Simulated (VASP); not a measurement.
# Nd (P6_3/mmc) in VASP: notebook

The runs below take Nd through single point, with PBEsol.

Program: VASP 6.6.1. These are calculated values, not measurements. Logs are shortened: lines on timing, memory, paths and dates and some standing lists are left out, and cuts for length are marked.

## (1) The structure

It takes space group P6_3/mmc (No. 194, hexagonal). Conventional cell: a = 3.657 Å, b = 3.657 Å, c = 5.902 Å, α = 90.00°, β = 90.00°, γ = 120.00°. Nd (site symmetry -6m2) is surrounded by 12 Nd at 3.63 to 3.66 Å.

This isn't the form of Nd at room conditions, which is double hcp.

## (2) Single point, PBEsol, collinear spin, ferromagnetic start

Contents of INCAR:

```
SYSTEM = Nd
  ADDGRID = .FALSE.
  ALGO = Normal
  EDIFF = 1E-6
  ENCUT = 350
  GGA = PS
  ISIF = 2
  ISMEAR = 1
  ISPIN = 2
  LASPH = .TRUE.
  LCHARG = .FALSE.
  LMAXMIX = 6
  LORBIT = 11
  LREAL = .FALSE.
  LWAVE = .FALSE.
  MAGMOM = 3 3
  NBANDS = 25
  NELM = 100
  PREC = Accurate
  SIGMA = 0.2
```

Contents of KPOINTS:

```
k-points
0
G
  3 3 2
  0 0 0
```

Contents of POSCAR:

```
Nd
1.0
    3.6570000000      0.0000000000      0.0000000000
   -1.8285000000      3.1670549016      0.0000000000
    0.0000000000      0.0000000000      5.9020000000
Nd
2
Direct
    0.6666666667      0.3333333333      0.7500000000
    0.3333333333      0.6666666667      0.2500000000
```

Potentials or basis: VASP PAW PBE potentials, release 64 (Nd).

The run is started by

```bash
$ cat potpaw_PBE.64/Nd/POTCAR > POTCAR
$ mpirun -np 1 vasp_std > vasp.out
```

OUTCAR:

```text
SYSTEM = Nd
   EDIFF = 1E-6
   ENCUT = 350
   GGA = PS
   ISIF = 2
   ISMEAR = 1
   ISPIN = 2
   LASPH = .TRUE.
   LORBIT = 11
   LREAL = .FALSE.
   NELM = 100
   PREC = Accurate

 Found      6 irreducible k-points:

 Following reciprocal coordinates:
            Coordinates               Weight
  0.000000  0.000000  0.000000      1.000000
  0.333333  0.000000  0.000000      6.000000
  0.333333  0.333333  0.000000      2.000000
  0.000000  0.000000  0.500000      1.000000
  0.333333  0.000000  0.500000      6.000000
  0.333333  0.333333  0.500000      2.000000
   k-points           NKPTS =      6   k-points in BZ     NKDIM =      6   number of bands    NBANDS=     25
   number of dos      NEDOS =    301   number of ions     NIONS =      2
   total plane-waves  NPLWV =  20736
   dimension x,y,z NGX =    24 NGY =   24 NGZ =   36
   dimension x,y,z NGXF=    48 NGYF=   48 NGZF=   72
   ions per type =               2
   NGX,Y,Z   is equivalent  to a cutoff of  10.91, 10.91, 10.14 a.u.
   NGXF,Y,Z  is equivalent  to a cutoff of  21.82, 21.82, 20.28 a.u.
 SYSTEM =  Nd
   PREC   = accura    normal or accurate (medium, high low for compatibility)
   ISTART =      0    job   : 0-new  1-cont  2-samecut
   ICHARG =      2    charge: 1-file 2-atom 10-const
   ISPIN  =      2    spin polarized calculation?
   LNONCOLLINEAR =      F non collinear calculations
   LSORBIT =      F    spin-orbit coupling
   LASPH  =      T    aspherical Exc in radial PAW
   ENCUT  =  350.0 eV  25.72 Ry    5.07 a.u.   5.58  5.58  9.00*2*pi/ulx,y,z
   NELM   =    100;   NELMIN=  2; NELMDL= -5     # of ELM steps
   EDIFF  = 0.1E-05   stopping-criterion for ELM
   LREAL  =      F    real-space projection
   EDIFFG = 0.1E-04   stopping-criterion for IOM
   NSW    =      0    number of steps for IOM
   IBRION =     -1    ionic relax: 0-MD 1-quasi-New 2-CG
   NFREE  =      0    steps in history (QN), initial steepest desc. (CG)
   ISIF   =      2    stress and relaxation
   ISYM   =      2    0-nonsym 1-usesym 2-fastsym
   POTIM  = 0.5000    time-step for ionic-motion
   TEBEG  =    0.0;   TEEND  =   0.0 temperature during run
   PSTRESS=    0.0 pullay stress
   NELECT =      28.0000    total number of electrons
   NUPDOWN=      -1.0000    fix difference up-down
   EMIN   =  10.00;   EMAX   =-10.00  energy-range for DOS
   EFERMI =   0.00;   METHOD = LEGACY
   ISMEAR =     1;   SIGMA  =   0.20  broadening in eV -4-tet -1-fermi 0-gaus
   EFERMI_NEDOS =   21; number of points for ismear=-14 and -15
   IALGO  =     38    algorithm
   IMIX   =      4    mixing-type and parameters
     AMIX     =   0.40;   BMIX     =  1.00
     AMIX_MAG =   1.60;   BMIX_MAG =  1.00
  volume/ion in A,a.u.               =      34.18       230.65
  Fermi-wavevector in a.u.,A,eV,Ry     =   1.215815  2.297558 20.112224  1.478207
  Thomas-Fermi vector in A             =   2.351190
   LORBIT       =     11    0 simple, 1 ext, 2 COOP (PROOUT), +10 PAW based schemes
   GGA     = PS    functional components
   LHFCALC =     F    Hartree Fock is set to
   AEXX    =    0.0000 exact exchange contribution
   IVDW    =     0    specifies the selected vdW correction
   LEPSILON=     F    determine dielectric tensor
   LRPA    =     F    only Hartree local field effects (RPA)
 spin polarized calculation
 Methfessel and Paxton  Order N= 1 SIGMA  =   0.20
  energy-cutoff  :      350.00
  volume of cell :       68.36
 maximum number of plane-waves:      1038
 NGX is ok and might be reduce to    24
   NGX = 11   NGY = 11   NGZ = 19

 number of electron      28.0000007 magnetization       8.6292082

 Free energy of the ion-electron system (eV)
  ---------------------------------------------------
  ext. energy  EPLUGINS =         0.00000000
  ---------------------------------------------------
  free energy    TOTEN  =       -13.53733589 eV

  energy without entropy =      -13.56715699  energy(sigma->0) =      -13.54727626

 E-fermi :   4.6013     XC(G=0): -10.0046

 val. band max:        4.5826526196   @ k =   0.3333   0.0000   0.0000
 cond. band min:       4.6398010751   @ k =   0.3333   0.0000   0.5000
 fundamental gap:      0.0571484555
 Fermi energy:         4.6013257354

 spin component 1

 k-point     1 :       0.0000    0.0000    0.0000
  band No.  band energies     occupation
      1     -32.7616      1.00000
      2     -32.6087      1.00000
      3     -14.6315      1.00000
      4     -13.5754      1.00000
      5     -13.5754      1.00000
      6     -13.4104      1.00000
[... 17 lines left out ...]
     24       5.0476     -0.00353
     25       6.1709     -0.00000

 k-point     2 :       0.3333    0.0000    0.0000
  band No.  band energies     occupation
      1     -32.6613      1.00000
      2     -32.5732      1.00000
      3     -14.2824      1.00000
      4     -14.2673      1.00000
      5     -14.0811      1.00000
      6     -13.7808      1.00000
[... 17 lines left out ...]
     24       5.0883     -0.00154
     25       5.2668     -0.00001

 k-point     3 :       0.3333    0.3333    0.0000
  band No.  band energies     occupation
      1     -32.5827      1.00000
      2     -32.5827      1.00000
      3     -14.3036      1.00000
      4     -14.1300      1.00000
      5     -14.1300      1.00000
      6     -13.9172      1.00000
[... 17 lines left out ...]
     24       5.0457     -0.00366
     25       5.1907     -0.00013

 k-point     4 :       0.0000    0.0000    0.5000
  band No.  band energies     occupation
      1     -32.6865      1.00000
      2     -32.6865      1.00000
      3     -14.0478      1.00000
      4     -14.0478      1.00000
      5     -13.4936      1.00000
      6     -13.4936      1.00000
[... 17 lines left out ...]
     24       4.7984     -0.02356
     25       5.7982     -0.00000

 k-point     5 :       0.3333    0.0000    0.5000
  band No.  band energies     occupation
      1     -32.6177      1.00000
      2     -32.6177      1.00000
      3     -14.3738      1.00000
      4     -14.3738      1.00000
      5     -13.7177      1.00000
      6     -13.7177      1.00000
[... 17 lines left out ...]
     24       4.9873     -0.00996
     25       5.3852     -0.00000

 k-point     6 :       0.3333    0.3333    0.5000
  band No.  band energies     occupation
      1     -32.5835      1.00000
      2     -32.5835      1.00000
      3     -14.3772      1.00000
      4     -14.3772      1.00000
      5     -14.1159      1.00000
      6     -14.1159      1.00000
[... 17 lines left out ...]
     24       5.1079     -0.00100
     25       5.1081     -0.00100
 Fermi energy:         4.6013257354

 spin component 2

 k-point     1 :       0.0000    0.0000    0.0000
  band No.  band energies     occupation
      1     -31.0850      1.00000
      2     -30.9227      1.00000
      3     -13.2384      1.00000
      4     -12.2110      1.00000
      5     -12.2110      1.00000
      6     -12.0412      1.00000
[... 17 lines left out ...]
     24       7.5718     -0.00000
     25       7.7549     -0.00000

 k-point     2 :       0.3333    0.0000    0.0000
  band No.  band energies     occupation
      1     -30.9766      1.00000
      2     -30.8825      1.00000
      3     -12.9515      1.00000
      4     -12.8706      1.00000
      5     -12.7546      1.00000
      6     -12.4298      1.00000
[... 17 lines left out ...]
     24       7.2901     -0.00000
     25       7.3115     -0.00000

 k-point     3 :       0.3333    0.3333    0.0000
  band No.  band energies     occupation
      1     -30.8918      1.00000
      2     -30.8918      1.00000
      3     -12.9954      1.00000
      4     -12.7990      1.00000
      5     -12.7990      1.00000
      6     -12.5877      1.00000
[... 17 lines left out ...]
     24       7.1128     -0.00000
     25       7.2814     -0.00000

 k-point     4 :       0.0000    0.0000    0.5000
  band No.  band energies     occupation
      1     -31.0048      1.00000
      2     -31.0048      1.00000
      3     -12.6295      1.00000
      4     -12.6295      1.00000
      5     -12.1269      1.00000
      6     -12.1269      1.00000
[... 17 lines left out ...]
     24       7.2524     -0.00000
     25       7.5078     -0.00000

 k-point     5 :       0.3333    0.0000    0.5000
  band No.  band energies     occupation
      1     -30.9298      1.00000
      2     -30.9298      1.00000
      3     -13.0332      1.00000
      4     -13.0332      1.00000
      5     -12.3084      1.00000
      6     -12.3084      1.00000
[... 17 lines left out ...]
     24       7.2500     -0.00000
     25       7.3082     -0.00000

 k-point     6 :       0.3333    0.3333    0.5000
  band No.  band energies     occupation
      1     -30.8918      1.00000
      2     -30.8918      1.00000
      3     -13.0277      1.00000
      4     -13.0277      1.00000
      5     -12.7977      1.00000
      6     -12.7977      1.00000
[... 17 lines left out ...]
     24       7.1244     -0.00000
     25       7.1414     -0.00000

------------------------ aborting loop because EDIFF is reached ----------------------------------------

  FORCE on cell =-STRESS in cart. coord.  units (eV):
  Direction    XX          YY          ZZ          XY          YZ          ZX
  --------------------------------------------------------------------------------------
  -------------------------------------------------------------------------------------
  Total       -1.2926305     -1.2926305     -1.3332458      0.0000000      0.0000000      0.0000000
  in kB      -30.2973905    -30.2973905    -31.2493553      0.0000000      0.0000000      0.0000000
  external PRESSURE =     -30.6147121 kB  Pullay stress =       0.0000000 kB

 VOLUME and BASIS-vectors are now :
 -----------------------------------------------------------------------------
  energy-cutoff  :      350.00
  volume of cell :       68.36
      direct lattice vectors                 reciprocal lattice vectors
     3.657000000  0.000000000  0.000000000     0.273448182  0.157875381  0.000000000
    -1.828500000  3.167054902  0.000000000     0.000000000  0.315750762  0.000000000
     0.000000000  0.000000000  5.902000000     0.000000000  0.000000000  0.169434090

 POSITION                                       TOTAL-FORCE (eV/Angst)
 -----------------------------------------------------------------------------------
      1.82850      1.05568      4.42650        -0.000000      0.000000      0.000000
     -0.00000      2.11137      1.47550         0.000000     -0.000000      0.000000
 -----------------------------------------------------------------------------------
    total drift:                               -0.000000      0.000000     -0.000000

  FREE ENERGIE OF THE ION-ELECTRON SYSTEM (eV)
  ---------------------------------------------------
  free  energy   TOTEN  =       -13.5373358896 eV

  energy  without entropy=      -13.5671569910  energy(sigma->0) =      -13.54727626

 total charge

# of ion       s       p       d       f       tot
--------------------------------------------------
    1        2.005   5.315   0.559   3.279  11.159
    2        2.005   5.315   0.559   3.279  11.159
--------------------------------------------------
tot          4.010  10.631   1.119   6.558  22.317

 magnetization (x)

# of ion       s       p       d       f       tot
--------------------------------------------------
    1       -0.002  -0.071   0.247   3.259   3.433
    2       -0.002  -0.071   0.247   3.259   3.433
--------------------------------------------------
tot         -0.003  -0.143   0.493   6.518   6.865
```

It took 22 s on 1 thread of Intel Xeon 6975P-C (Granite Rapids), shared host; peak memory 0.17 GiB.

The run converged, but some of its settings lie outside the range that counts as converged, so its numbers aren't taken as properties of the crystal.

What came out:

```yaml
Free_energy: -13.5373 eV
Band_gap_on_the_k_mesh: none (metal or under the smearing width)
Net_moment: 8.63 μB per cell
Site_moments: Nd +3.43 μB
Valence_electrons_inside_the_program's_atomic_spheres: Nd 11.16
```

Caveat: the k mesh is coarse (spacing up to 0.66 Å⁻¹), so the values aren't converged; the cutoff is under 1.25 times the usual one of these potentials, so pressure, stress and relaxed cells hold a basis-set (Pulay) error; the magnetic or orbital state may not be the lowest; the PAW data sets were made with another functional, which shifts forces and pressure a little; spin-orbit coupling is left out, which moves the levels of the heavy elements.

## (3) Single point, PBEsol, collinear spin, ferromagnetic start

INCAR is that of step 2.

KPOINTS is that of step 2.

Contents of POSCAR:

```
Nd
1.0
    3.6570000000      0.0000000000      0.0000000000
   -1.8285000000      3.1670549016      0.0000000000
    0.0000000000      0.0000000000      5.9020000000
Nd
2
Direct
    0.6610320000      0.3594110000      0.7523530000
    0.3385870000      0.6732530000      0.2642130000
```

Potentials or basis: VASP PAW PBE potentials, release 64 (Nd).

The run is started by

```bash
$ cat potpaw_PBE.64/Nd/POTCAR > POTCAR
$ mpirun -np 1 vasp_std > vasp.out
```

Run time: 100 s. Hardware: 1 thread of Intel Xeon 6975P-C (Granite Rapids), shared host; peak memory 0.18 GiB.

The run converged, but some of its settings lie outside the range that counts as converged, so its numbers aren't taken as properties of the crystal.

What came out:

| Quantity | Value |
| --- | --- |
| Free energy | -13.5419 eV |
| Largest force | 0.069 eV/Å |
| Band gap on the k mesh | none (metal or under the smearing width) |
| Net moment | 8.53 μB per cell |
| Site moments | Nd +3.41 μB |
| Valence electrons inside the program's atomic spheres | Nd 11.16 |

Caveat: the k mesh is coarse (spacing up to 0.66 Å⁻¹), so the values aren't converged; the cutoff is under 1.25 times the usual one of these potentials, so pressure, stress and relaxed cells hold a basis-set (Pulay) error; the magnetic or orbital state may not be the lowest; the PAW data sets were made with another functional, which shifts forces and pressure a little; spin-orbit coupling is left out, which moves the levels of the heavy elements.
